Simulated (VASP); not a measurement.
# BN (F-43m) in VASP: further runs

Runs on BN. Level: LDA. Tasks: dielectric tensor.

Everything below comes from runs of VASP 6.6.1. Logs are shortened: lines on timing, memory, paths and dates and some standing lists are left out, and cuts for length are marked.

### 1 The crystal as given

The structure is cubic, space group F-43m (No. 216). The conventional cell has a = 3.626 Å, b = 3.626 Å, c = 3.626 Å, α = 90.00°, β = 90.00°, γ = 90.00°. N (site symmetry -43m) has 4 B at 1.57 Å as nearest neighbours. B (site symmetry -43m) has 4 N at 1.57 Å as nearest neighbours.

The cell is a database's computed one.

### 2 Dielectric tensor, LDA

INCAR

```
ALGO = Normal
EDIFF = 1E-8
ENCUT = 340
ISIF = 2
ISMEAR = 0
LASPH = True
LCHARG = False
LEPSILON = True
LREAL = False
LWAVE = False
NELM = 100
PREC = Accurate
SIGMA = 0.01
```

KPOINTS

```
k-points
0
Gamma
  8 8 8
```

POSCAR

```
BN
1.0
    0.0000000000      1.8130010000      1.8130010000
    1.8130010000      0.0000000000      1.8130010000
    1.8130010000      1.8130010000      0.0000000000
N B
1 1
Direct
    0.2500000000      0.2500000000      0.2500000000
    0.0000000000      0.0000000000      0.0000000000
```

Potentials or basis: VASP PAW LDA potentials, release 64 (N, B).

On the command line:

```
$ cat potpaw_LDA.64/N/POTCAR potpaw_LDA.64/B/POTCAR > POTCAR
$ mpirun -np 1 vasp_std > vasp.out
```

OUTCAR:

```text
EDIFF = 1E-8
   ENCUT = 340
   ISIF = 2
   ISMEAR = 0
   LASPH = True
   LEPSILON = True
   LREAL = False
   NELM = 100
   PREC = Accurate

 Found     29 irreducible k-points:

 Following reciprocal coordinates:
            Coordinates               Weight
  0.000000  0.000000  0.000000      1.000000
  0.125000  0.000000  0.000000      8.000000
  0.250000  0.000000  0.000000      8.000000
  0.375000  0.000000  0.000000      8.000000
  0.500000  0.000000  0.000000      4.000000
  0.125000  0.125000  0.000000      6.000000
   k-points           NKPTS =     29   k-points in BZ     NKDIM =     29   number of bands    NBANDS=      8
   number of dos      NEDOS =    301   number of ions     NIONS =      2
   total plane-waves  NPLWV =   4096
   dimension x,y,z NGX =    16 NGY =   16 NGZ =   16
   dimension x,y,z NGXF=    32 NGYF=   32 NGZF=   32
   ions per type =               1   1
   NGX,Y,Z   is equivalent  to a cutoff of  10.37, 10.37, 10.37 a.u.
   NGXF,Y,Z  is equivalent  to a cutoff of  20.75, 20.75, 20.75 a.u.
 SYSTEM =  unknown system
   PREC   = accura    normal or accurate (medium, high low for compatibility)
   ISTART =      0    job   : 0-new  1-cont  2-samecut
   ICHARG =      2    charge: 1-file 2-atom 10-const
   ISPIN  =      1    spin polarized calculation?
   LNONCOLLINEAR =      F non collinear calculations
   LSORBIT =      F    spin-orbit coupling
   LASPH  =      T    aspherical Exc in radial PAW
   ENCUT  =  340.0 eV  24.99 Ry    5.00 a.u.   3.85  3.85  3.85*2*pi/ulx,y,z
   NELM   =    100;   NELMIN=  2; NELMDL= -5     # of ELM steps
   EDIFF  = 0.1E-07   stopping-criterion for ELM
   LREAL  =      F    real-space projection
   EDIFFG = 0.1E-06   stopping-criterion for IOM
   NSW    =      0    number of steps for IOM
   IBRION =     -1    ionic relax: 0-MD 1-quasi-New 2-CG
   NFREE  =      0    steps in history (QN), initial steepest desc. (CG)
   ISIF   =      2    stress and relaxation
   ISYM   =      2    0-nonsym 1-usesym 2-fastsym
   POTIM  = 0.5000    time-step for ionic-motion
   TEBEG  =    0.0;   TEEND  =   0.0 temperature during run
   PSTRESS=    0.0 pullay stress
   NELECT =       8.0000    total number of electrons
   NUPDOWN=      -1.0000    fix difference up-down
   EMIN   =  10.00;   EMAX   =-10.00  energy-range for DOS
   EFERMI =   0.00;   METHOD = LEGACY
   ISMEAR =     0;   SIGMA  =   0.01  broadening in eV -4-tet -1-fermi 0-gaus
   EFERMI_NEDOS =   21; number of points for ismear=-14 and -15
   IALGO  =     38    algorithm
   IMIX   =      4    mixing-type and parameters
     AMIX     =   0.40;   BMIX     =  1.00
     AMIX_MAG =   1.60;   BMIX_MAG =  1.00
  volume/ion in A,a.u.               =       5.96        40.22
  Fermi-wavevector in a.u.,A,eV,Ry     =   1.433387  2.708709 27.954506  2.054598
  Thomas-Fermi vector in A             =   2.552911
   LORBIT       =      0    0 simple, 1 ext, 2 COOP (PROOUT), +10 PAW based schemes
   GGA     = CA    functional components
   LHFCALC =     F    Hartree Fock is set to
   AEXX    =    0.0000 exact exchange contribution
   IVDW    =     0    specifies the selected vdW correction
   LEPSILON=     T    determine dielectric tensor
   LRPA    =     F    only Hartree local field effects (RPA)
 non-spin polarized calculation
 Gauss-broadening in eV      SIGMA  =   0.01
  energy-cutoff  :      340.00
  volume of cell :       11.92
 maximum number of plane-waves:       176
   NGX =  7   NGY =  7   NGZ =  7

--------------------------------------- Ionic step        1  -------------------------------------------

 number of electron       8.0000001 magnetization

 E-fermi :   7.3876     XC(G=0): -13.0629

 val. band max:        7.2752761119   @ k =   0.0000   0.0000   0.0000
 cond. band min:      11.6017327630   @ k =   0.5000   0.5000   0.0000
 fundamental gap:      4.3264566511
 Fermi energy:         7.3875753594

 k-point     1 :       0.0000    0.0000    0.0000
  band No.  band energies     occupation
      1     -12.7141      2.00000
      2       7.2753      2.00000
      3       7.2753      2.00000
      4       7.2753      2.00000
      5      15.9301      0.00000
      6      15.9301      0.00000
      7      15.9301      0.00000
      8      17.5163      0.00000

 k-point     2 :       0.1250    0.0000    0.0000
  band No.  band energies     occupation
      1     -12.3376      2.00000
      2       5.4272      2.00000
      3       6.8986      2.00000
      4       6.8986      2.00000
      5      16.3045      0.00000
      6      16.4963      0.00000
      7      16.4963      0.00000
      8      18.6786      0.00000

 k-point     3 :       0.2500    0.0000    0.0000
  band No.  band energies     occupation
      1     -11.2420      2.00000
      2       1.8621      2.00000
      3       6.1595      2.00000
      4       6.1595      2.00000
      5      16.7979      0.00000
      6      17.4381      0.00000
      7      17.4381      0.00000
      8      20.6784      0.00000

 k-point     4 :       0.3750    0.0000    0.0000
  band No.  band energies     occupation
      1      -9.6141      2.00000
      2      -1.5778      2.00000
      3       5.5728      2.00000
      4       5.5728      2.00000
      5      17.1947      0.00000
      6      17.8112      0.00000
      7      17.8112      0.00000
      8      21.8858      0.00000

 k-point     5 :       0.5000    0.0000    0.0000
  band No.  band energies     occupation
      1      -8.4861      2.00000
      2      -3.3543      2.00000
      3       5.3649      2.00000
      4       5.3649      2.00000
      5      17.3432      0.00000
      6      17.8127      0.00000
      7      17.8127      0.00000
      8      22.2459      0.00000

 k-point     6 :       0.1250    0.1250    0.0000
  band No.  band energies     occupation
      1     -12.2126      2.00000
      2       6.0590      2.00000
      3       6.1704      2.00000
      4       6.1704      2.00000
      5      15.2623      0.00000
      6      17.4459      0.00000
      7      17.4459      0.00000
      8      18.6673      0.00000

 [... further k-points ...]

  FORCE on cell =-STRESS in cart. coord.  units (eV):
  Direction    XX          YY          ZZ          XY          YZ          ZX
  --------------------------------------------------------------------------------------
  -------------------------------------------------------------------------------------
  Total       -2.4889671     -2.4889671     -2.4889671      0.0000000      0.0000000      0.0000000
  in kB     -334.5843373   -334.5843373   -334.5843373      0.0000000      0.0000000      0.0000000
  external PRESSURE =    -334.5843373 kB  Pullay stress =       0.0000000 kB

 VOLUME and BASIS-vectors are now :
 -----------------------------------------------------------------------------
  energy-cutoff  :      340.00
  volume of cell :       11.92
      direct lattice vectors                 reciprocal lattice vectors
     0.000000000  1.813001000  1.813001000    -0.275785838  0.275785838  0.275785838
     1.813001000  0.000000000  1.813001000     0.275785838 -0.275785838  0.275785838
     1.813001000  1.813001000  0.000000000     0.275785838  0.275785838 -0.275785838

 POSITION                                       TOTAL-FORCE (eV/Angst)
 -----------------------------------------------------------------------------------
      0.90650      0.90650      0.90650         0.000000      0.000000      0.000000
      0.00000      0.00000      0.00000        -0.000000     -0.000000     -0.000000
 -----------------------------------------------------------------------------------
    total drift:                                0.000001      0.000001      0.000000

  FREE ENERGIE OF THE ION-ELECTRON SYSTEM (eV)
  ---------------------------------------------------
  free  energy   TOTEN  =       -19.3841239111 eV

  energy  without entropy=      -19.3841239111  energy(sigma->0) =      -19.38412391

 HEAD OF MICROSCOPIC STATIC DIELECTRIC TENSOR (INDEPENDENT PARTICLE, excluding Hartree and local field effects)
 ------------------------------------------------------
           4.777892    -0.000000     0.000000
           0.000000     4.777892     0.000000
          -0.000000     0.000000     4.777892
 ------------------------------------------------------

 Free energy of the ion-electron system (eV)
  ---------------------------------------------------
  ---------------------------------------------------
  free energy    TOTEN  =        -0.12662571 eV

  energy without entropy =       -0.12662571

------------------------ aborting loop because EDIFF is reached ----------------------------------------

--------------------------------------- Ionic step        2  -------------------------------------------

------------------------ aborting loop because EDIFF is reached ----------------------------------------

--------------------------------------- Ionic step        3  -------------------------------------------

 Free energy of the ion-electron system (eV)
  ---------------------------------------------------
  ---------------------------------------------------
  free energy    TOTEN  =        -0.12662567 eV

  energy without entropy =       -0.12662567

------------------------ aborting loop because EDIFF is reached ----------------------------------------

 PIEZOELECTRIC TENSOR FIELD DIRECTION 3  (e Angst)
 -----------------------------------------------------------------------------
    -0.00025 -0.74949  0.00000           ( -0.00000 -0.01180  0.00000)
    -0.74949 -0.00025  0.00000           ( -0.01180 -0.00000  0.00000)
     0.00000  0.00000  0.00015           (  0.00000  0.00000 -0.00000)

 PIEZOELECTRIC TENSOR FIELD DIRECTION 3  (C/m^2)
 -----------------------------------------------------------------------------
    -0.00034 -1.00752  0.00000
    -1.00752 -0.00034  0.00000
     0.00000  0.00000  0.00021

 MACROSCOPIC STATIC DIELECTRIC TENSOR (including local field effects in DFT)
 ------------------------------------------------------
           4.620389     0.000000     0.000000
           0.000000     4.620389     0.000000
           0.000000    -0.000000     4.620389
 ------------------------------------------------------

 PIEZOELECTRIC TENSOR (including local field effects)  for field in x, y, z        (e  Angst)
          XX          YY          ZZ          XY          YZ          ZX
  --------------------------------------------------------------------------------
  x    -0.00000    -0.00000    -0.00000     0.00000    -0.75028     0.00000
  y     0.00000     0.00000     0.00000     0.00000     0.00000    -0.75028
  z    -0.00000    -0.00000     0.00000    -0.75028     0.00000     0.00000

 PIEZOELECTRIC TENSOR (including local field effects)  for field in x, y, z        (C/m^2)
          XX          YY          ZZ          XY          YZ          ZX
  --------------------------------------------------------------------------------
  x    -0.00000    -0.00000    -0.00000     0.00000    -1.00858     0.00000
  y     0.00000     0.00000     0.00000     0.00000     0.00000    -1.00858
  z    -0.00000    -0.00000     0.00000    -1.00858     0.00000     0.00000

 BORN EFFECTIVE CHARGES (including local field effects) (in |e|, cummulative output)
 ---------------------------------------------------------------------------------
 ion    1
    1    -1.88392    -0.00000    -0.00000
    2    -0.00000    -1.88392    -0.00000
    3     0.00000     0.00000    -1.88392
 ion    2
    1     1.88392     0.00000     0.00000
    2     0.00000     1.88392     0.00000
    3    -0.00000     0.00000     1.88392
```

Wall time 18 s (1 thread of AMD EPYC 7R43 (Zen 3), shared host); peak memory 0.08 GiB.

The run converged, but a check on its numbers failed (symmetry, net force, bounds or a known fault of this set-up), so they aren't taken as properties of the crystal.

Caveat: the cutoff lies under the usual one of these potentials, so the numbers hold a large basis-set error.

### 3 Dielectric tensor, LDA

INCAR: that of step 2 with these lines changed.

```diff
@@ -2,3 +2,3 @@
 EDIFF = 1E-8
-ENCUT = 340
+ENCUT = 520
 ISIF = 2
```

KPOINTS

```
k-points
0
Gamma
  7 7 7
```

POSCAR is that of step 2.

Potentials or basis: VASP PAW LDA potentials, release 64 (N, B).

On the command line:

```
$ cat potpaw_LDA.64/N/POTCAR potpaw_LDA.64/B/POTCAR > POTCAR
$ mpirun -np 1 vasp_std > vasp.out
```

OUTCAR:

```text
EDIFF = 1E-8
   ENCUT = 520
   ISIF = 2
   ISMEAR = 0
   LASPH = True
   LEPSILON = True
   LREAL = False
   NELM = 100
   PREC = Accurate

 Found     20 irreducible k-points:

 Following reciprocal coordinates:
            Coordinates               Weight
  0.000000  0.000000  0.000000      1.000000
  0.142857  0.000000  0.000000      8.000000
  0.285714  0.000000  0.000000      8.000000
  0.428571  0.000000  0.000000      8.000000
  0.142857  0.142857  0.000000      6.000000
  0.285714  0.142857  0.000000     24.000000
   k-points           NKPTS =     20   k-points in BZ     NKDIM =     20   number of bands    NBANDS=      8
   number of dos      NEDOS =    301   number of ions     NIONS =      2
   total plane-waves  NPLWV =   8000
   dimension x,y,z NGX =    20 NGY =   20 NGZ =   20
[... 203 lines left out ...]
    -1.02818 -0.00026  0.00000
     0.00000  0.00000  0.00007

 MACROSCOPIC STATIC DIELECTRIC TENSOR (including local field effects in DFT)
 ------------------------------------------------------
           4.639305     0.000000    -0.000000
          -0.000000     4.639305     0.000000
          -0.000000    -0.000000     4.639305
 ------------------------------------------------------

 PIEZOELECTRIC TENSOR (including local field effects)  for field in x, y, z        (e  Angst)
          XX          YY          ZZ          XY          YZ          ZX
  --------------------------------------------------------------------------------
  x     0.00000     0.00000     0.00000     0.00000    -0.76593     0.00000
  y    -0.00000    -0.00000     0.00000     0.00000     0.00000    -0.76593
  z    -0.00000    -0.00000    -0.00000    -0.76593     0.00000     0.00000

 PIEZOELECTRIC TENSOR (including local field effects)  for field in x, y, z        (C/m^2)
          XX          YY          ZZ          XY          YZ          ZX
  --------------------------------------------------------------------------------
  x     0.00000     0.00000     0.00000     0.00000    -1.02962     0.00000
  y    -0.00000    -0.00000     0.00000     0.00000     0.00000    -1.02962
  z    -0.00000    -0.00000    -0.00000    -1.02962     0.00000     0.00000

 BORN EFFECTIVE CHARGES (including local field effects) (in |e|, cummulative output)
 ---------------------------------------------------------------------------------
 ion    1
    1    -1.89539     0.00000     0.00000
    2    -0.00000    -1.89539    -0.00000
    3    -0.00000    -0.00000    -1.89539
 ion    2
    1     1.89539     0.00000     0.00000
    2     0.00000     1.89539     0.00000
    3     0.00000     0.00000     1.89539
```

Wall time 30 s (1 thread of AMD EPYC 7R43 (Zen 3), shared host); peak memory 0.09 GiB.

The run converged, but some of its settings lie outside the range that counts as converged, so its numbers aren't taken as properties of the crystal.

Results:

```
Band gap on the k mesh                  : 4.58 eV, indirect (least direct gap 8.64 eV)
Electronic dielectric tensor (diagonal) : 4.64
Born charges (mean of the diagonal)     : N -1.90; B +1.90 e
```

Caveat: the k mesh is coarse (spacing up to 0.43 Å⁻¹), so the values aren't converged; an odd mesh through Γ misses points on the zone boundary, where band edges often lie.

(Part 1 of 2 ends here.)
